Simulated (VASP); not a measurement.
Input and output of a VASP PBE single-point calculation on KBr (strained measured structure)

INCAR

```
ISMEAR = -1
ENCUT = 520
IBRION = -1
LASPH = .TRUE.
LCHARG = .TRUE.
EDIFF = 1E-7
PREC = Accurate
LREAL = .FALSE.
LWAVE = .FALSE.
NSW = 0
NBANDS = 15
NELM = 120
ISIF = 2
SIGMA = 0.02
LELF = .TRUE.
GGA = PE
```

KPOINTS

```
KPOINTS created by Atomic Simulation Environment
0
Gamma
6 6 6
0 0 0
```

KPOINTS_OPT

```
special points
6
Reciprocal
0.0000000000 0.0000000000 0.0000000000 1
0.5000000000 0.0000000000 0.5000000000 1
0.6250000000 0.2500000000 0.6250000000 1
0.3750000000 0.3750000000 0.7500000000 1
0.5000000000 0.5000000000 0.5000000000 1
0.5000000000 0.2500000000 0.7500000000 1
```

POSCAR

```
K  Br
 1.0000000000000000
     0.0000000000000000    3.1601035756000000    3.3377858742000002
     3.1601035756000000    0.0000000000000000    3.3377858742000002
     3.1601035756000000    3.1601035756000000    0.0000000000000000
 K   Br
   1   1
Cartesian
  0.0000000000000000  0.0000000000000000  0.0000000000000000
  3.1601035756000009  3.1601035756000009  3.3377858742000002
```

VASP ran with the recommended PBE PAW datasets (16 valence electrons in the cell).

Command

```
mpirun -np 1 vasp_std
```

OSZICAR

```
N       E                     dE             d eps       ncg     rms          rms(c)
DAV:   1     0.100283216154E+03    0.10028E+03   -0.70442E+03   900   0.949E+02
DAV:   2    -0.613401251881E+00   -0.10090E+03   -0.92882E+02  1159   0.236E+02
DAV:   3    -0.608354147805E+01   -0.54701E+01   -0.54457E+01  1243   0.489E+01
DAV:   4    -0.630732537312E+01   -0.22378E+00   -0.22371E+00  1396   0.831E+00
DAV:   5    -0.630918253936E+01   -0.18572E-02   -0.18571E-02  1250   0.848E-01    0.367E+00
DAV:   6    -0.614886710136E+01    0.16032E+00   -0.20670E-01  1173   0.227E+00    0.268E+00
DAV:   7    -0.613919028371E+01    0.96768E-02   -0.10874E-01  1166   0.182E+00    0.114E+00
DAV:   8    -0.614701363074E+01   -0.78233E-02   -0.11547E-02  1041   0.805E-01    0.121E-01
DAV:   9    -0.614765095064E+01   -0.63732E-03   -0.55723E-04  1215   0.148E-01    0.757E-02
DAV:  10    -0.614798316787E+01   -0.33222E-03   -0.33123E-04   970   0.105E-01    0.125E-02
DAV:  11    -0.614800042998E+01   -0.17262E-04   -0.24980E-05  1162   0.312E-02    0.645E-03
DAV:  12    -0.614800170024E+01   -0.12703E-05   -0.29186E-06   998   0.118E-02    0.165E-03
DAV:  13    -0.614800175869E+01   -0.58444E-07   -0.15561E-07  1243   0.230E-03
   1 F= -.61480018E+01 E0= -.61480018E+01  d E =-.105110E-12
       N       E                     dE             ncg
DAV:   1     0.430502333803E+03   -0.28637E+04      180
DAV:   2    -0.148589850238E+03   -0.57909E+03      243
DAV:   3    -0.180441753703E+03   -0.31852E+02      243
DAV:   4    -0.181614913180E+03   -0.11732E+01      271
DAV:   5    -0.181623693493E+03   -0.87803E-02      236
DAV:   6    -0.181623955904E+03   -0.26241E-03      276
DAV:   7    -0.181623956982E+03   -0.10784E-05      258
DAV:   8    -0.181623956992E+03   -0.10116E-07      167
```

From OUTCAR

```
k-points           NKPTS =     30   k-points in BZ     NKDIM =     30   number of bands    NBANDS=     15

   NELECT =      16.0000    total number of electrons

   dimension x,y,z NGX =    36 NGY =   36 NGZ =   36
   dimension x,y,z NGXF=    72 NGYF=   72 NGZF=   72

  energy-cutoff  :      520.00
  volume of cell :       66.66
      direct lattice vectors                 reciprocal lattice vectors
     0.000000000  3.160103576  3.337785874    -0.158222662  0.158222662  0.149799903
     3.160103576  0.000000000  3.337785874     0.158222662 -0.158222662  0.149799903
     3.160103576  3.160103576  0.000000000     0.158222662  0.158222662 -0.149799903

 k-points in reciprocal lattice and weights: KPOINTS created by Atomic Simulation Env
   0.00000000  0.00000000  0.00000000       0.005
   0.16666667  0.00000000  0.00000000       0.037
   0.33333333 -0.00000000  0.00000000       0.037
   0.50000000  0.00000000  0.00000000       0.019
   0.16666667  0.16666667  0.00000000       0.009
   0.33333333  0.16666667  0.00000000       0.037
   0.50000000  0.16666667  0.00000000       0.037
  -0.33333333  0.16666667  0.00000000       0.037
   ...

 E-fermi :  -0.8989

 k-point     1 :       0.0000    0.0000    0.0000
  band No.  band energies     occupation
      1     -29.0461      2.00000
      2     -13.8185      2.00000
      3     -12.5334      2.00000
      4     -12.5334      2.00000
      5     -12.5295      2.00000
      6      -1.4520      2.00000
      7      -1.4065      2.00000
      8      -1.4065      2.00000
      9       3.2116      0.00000
     10       5.9544      0.00000
     11       6.3118      0.00000
     12       6.3118      0.00000
     13       6.9556      0.00000
     14       7.1826      0.00000
     15      10.3835      0.00000

 k-point     2 :       0.1667    0.0000    0.0000
  band No.  band energies     occupation
      1     -29.0439      2.00000
      2     -13.8803      2.00000
      3     -12.5340      2.00000
      4     -12.5329      2.00000
      5     -12.4471      2.00000
      6      -1.8390      2.00000
      7      -1.5449      2.00000
      8      -1.5176      2.00000
      9       3.9094      0.00000
     10       6.0439      0.00000
     11       6.4609      0.00000
     12       6.6488      0.00000
     13       7.3580      0.00000
     14       7.6058      0.00000
     15      11.3427      0.00000

 k-point     3 :       0.3333   -0.0000    0.0000
  band No.  band energies     occupation
      1     -29.0396      2.00000
      2     -13.9866      2.00000
      3     -12.5417      2.00000
      4     -12.5320      2.00000
      5     -12.2918      2.00000
      6      -2.4907      2.00000
      7      -1.7430      2.00000
      8      -1.7243      2.00000
      9       4.9829      0.00000
     10       6.4729      0.00000
     11       7.3907      0.00000
     12       7.5633      0.00000
     13       8.3665      0.00000
     14       8.6661      0.00000
     15      10.3750      0.00000

 k-point     4 :       0.5000    0.0000    0.0000
  band No.  band energies     occupation
      1     -29.0375      2.00000
      2     -14.0334      2.00000
      3     -12.5455      2.00000
      4     -12.5315      2.00000
      5     -12.2197      2.00000
      6      -2.7638      2.00000
      7      -1.8352      2.00000
      8      -1.8210      2.00000
      9       5.3200      0.00000
     10       7.0704      0.00000
     11       8.5491      0.00000
     12       8.5515      0.00000
     13       8.6801      0.00000
     14       9.1448      0.00000
     15       9.6742      0.00000

 k-point     5 :       0.1667    0.1667    0.0000
  band No.  band energies     occupation
      1     -29.0437      2.00000
      2     -13.8405      2.00000
      3     -12.5435      2.00000
      4     -12.5435      2.00000
      5     -12.4858      2.00000
      6      -1.9203      2.00000
      7      -1.4864      2.00000
      8      -1.4864      2.00000
      9       4.0853      0.00000
     10       5.4121      0.00000
     11       6.9792      0.00000
     12       6.9792      0.00000
     13       7.3568      0.00000
     14       7.5557      0.00000
     15      11.5161      0.00000

 k-point     6 :       0.3333    0.1667    0.0000
  band No.  band energies     occupation
      1     -29.0404      2.00000
      2     -13.8883      2.00000
      3     -12.5520      2.00000
      4     -12.5481      2.00000
      5     -12.4153      2.00000
      6      -2.2867      2.00000
      7      -1.7093      2.00000
      8      -1.6254      2.00000
      9       5.0250      0.00000
     10       5.5021      0.00000
     11       7.6240      0.00000
     12       7.7497      0.00000
     13       8.0088      0.00000
     14       8.2010      0.00000
     15      10.1484      0.00000

 k-point     7 :       0.5000    0.1667    0.0000
  band No.  band energies     occupation
      1     -29.0373      2.00000
      2     -13.9651      2.00000
      3     -12.5681      2.00000
      4     -12.5421      2.00000
      5     -12.2990      2.00000
      6      -2.5747      2.00000
      7      -1.9286      2.00000
      8      -1.7850      2.00000
      9       5.5131      0.00000
     10       6.6438      0.00000
     11       7.9769      0.00000
     12       8.3804      0.00000
     13       8.7522      0.00000
     14       8.8841      0.00000
     15       9.6459      0.00000

 k-point     8 :      -0.3333    0.1667    0.0000
  band No.  band energies     occupation
      1     -29.0375      2.00000
      2     -13.9978      2.00000
      3     -12.5699      2.00000
      4     -12.5316      2.00000
      5     -12.2550      2.00000
      6      -2.5909      2.00000
      7      -1.8883      2.00000
      8      -1.8136      2.00000
      9       5.5136      0.00000
     10       6.4653      0.00000
     11       7.7753      0.00000
     12       7.9039      0.00000
     13       8.4977      0.00000
     14       9.8146      0.00000
     15      10.2803      0.00000

 k-point     9 :      -0.1667    0.1667    0.0000
  band No.  band energies     occupation
      1     -29.0408      2.00000
      2     -13.9598      2.00000
      3     -12.5523      2.00000
      4     -12.5270      2.00000
      5     -12.3257      2.00000
      6      -2.2692      2.00000
      7      -1.6850      2.00000
      8      -1.6771      2.00000
      9       4.6837      0.00000
     10       5.9117      0.00000
     11       6.9923      0.00000
     12       7.3114      0.00000
     13       7.8965      0.00000
     14       8.5657      0.00000
     15      11.0822      0.00000

 k-point    10 :       0.3333    0.3333    0.0000
  band No.  band energies     occupation
      1     -29.0390      2.00000
      2     -13.7912      2.00000
      3     -12.5638      2.00000
      4     -12.5638      2.00000
      5     -12.5387      2.00000
      6      -2.3379      2.00000
      7      -1.6190      2.00000
      8      -1.6190      2.00000
      9       4.6729      0.00000
     10       5.4540      0.00000
     11       7.7528      0.00000
     12       8.2451      0.00000
     13       8.6280      0.00000
     14       8.6280      0.00000
     15       9.5263      0.00000

 k-point    11 :       0.5000    0.3333    0.0000
  band No.  band energies     occupation
      1     -29.0369      2.00000
      2     -13.8061      2.00000
      3     -12.6150      2.00000
      4     -12.5634      2.00000
      5     -12.4765      2.00000
      6      -2.3458      2.00000
      7      -1.8855      2.00000
      8      -1.7115      2.00000
      9       4.8684      0.00000
     10       6.3846      0.00000
     11       7.7176      0.00000
     12       8.2567      0.00000
     13       8.5417      0.00000
     14       9.2754      0.00000
     15       9.6397      0.00000

 k-point    12 :      -0.3333    0.3333    0.0000
  band No.  band energies     occupation
      1     -29.0361      2.00000
      2     -13.9137      2.00000
      3     -12.6111      2.00000
      4     -12.5474      2.00000
      5     -12.3374      2.00000
      6      -2.3554      2.00000
      7      -2.1493      2.00000
      8      -1.8073      2.00000
      9       5.7044      0.00000
     10       6.8065      0.00000
     11       7.3656      0.00000
     12       8.0754      0.00000
     13       8.7005      0.00000
     14       9.2898      0.00000
     15      10.3380      0.00000

 k-point    13 :       0.5000    0.5000    0.0000
  band No.  band energies     occupation
      1     -29.0367      2.00000
      2     -13.7085      2.00000
      3     -12.6470      2.00000
      4     -12.5739      2.00000
      5     -12.5739      2.00000
      6      -2.3739      2.00000
      7      -1.6741      2.00000
      8      -1.6741      2.00000
      9       4.3880      0.00000
     10       6.0493      0.00000
     11       7.9828      0.00000
     12       8.3177      0.00000
     13       8.5287      0.00000
     14       9.6201      0.00000
     15       9.6201      0.00000

 ...

  Total        1.3570298      1.3570298      0.3463108      0.0000000      0.0000000     -0.0000000
  in kB       32.6143595     32.6143595      8.3231084      0.0000000      0.0000000     -0.0000000
  external PRESSURE =      24.5172758 kB  Pullay stress =       0.0000000 kB

 POSITION                                       TOTAL-FORCE (eV/Angst)
 -----------------------------------------------------------------------------------
      0.00000      0.00000      0.00000         0.000000     -0.000000     -0.000000
      3.16010      3.16010      3.33779        -0.000000      0.000000      0.000000
 -----------------------------------------------------------------------------------
    total drift:                                0.000000      0.000000      0.000000

  FREE ENERGIE OF THE ION-ELECTRON SYSTEM (eV)
  ---------------------------------------------------
  free  energy   TOTEN  =        -6.1480017587 eV

  energy  without entropy=       -6.1480017587  energy(sigma->0) =       -6.14800176
```

```
gap between bands v and c : 4.62 eV
least direct gap          : 4.62 eV
pressure                  : 2.5 GPa
```

Band v is the last that the valence electrons fill when counted band by band, and c is the next.

The run took about 37 s on one core of a shared host (Intel Xeon Platinum 8488C) and held 0.22 GiB at most.
